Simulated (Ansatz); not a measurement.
## What a trial cell of Be relaxes into

All numbers below come from DFT PBE, scalar-relativistic, plane waves, PAW (Ansatz). Cutoff 420 eV, Γ-centred k mesh, Gaussian smearing, no spin polarisation in the final step.

This is the end of a relaxation of cell and atoms.

```
CELL_PARAMETERS angstrom
4.60963 2.66137 0.71194
-4.60963 2.66137 0.71194
0.00000 -5.32274 0.71194
ATOMIC_POSITIONS crystal
Be 0.39983 0.25798 0.97922
Be 0.97922 0.39983 0.25798
Be 0.25798 0.97922 0.39983
Be 0.60017 0.74202 0.02078
Be 0.02078 0.60017 0.74202
Be 0.74202 0.02078 0.60017
```

Energies count from the standard state of Be at the same level.

Q: What space group does it have?

A: R-3 (No. 148). Conventional cell: a = 9.219 Å, c = 2.136 Å. Around Be lie 7 Be at 2.13–2.18 Å, 2 Be at 2.32 Å and 3 Be at 2.51–2.63 Å.

Q: How far above the standard state of Be does it lie?

A: 0.17 eV/atom.

Q: Is it a metal?

A: Yes, bands cross the Fermi level on the 18×18×18 mesh.

The final run used a 18×18×18 mesh on its 6-atom cell and 0.10 eV smearing. For metals, differences of a few meV/atom aren't resolved. The cell came from a trial start, so Be may not exist in this structure.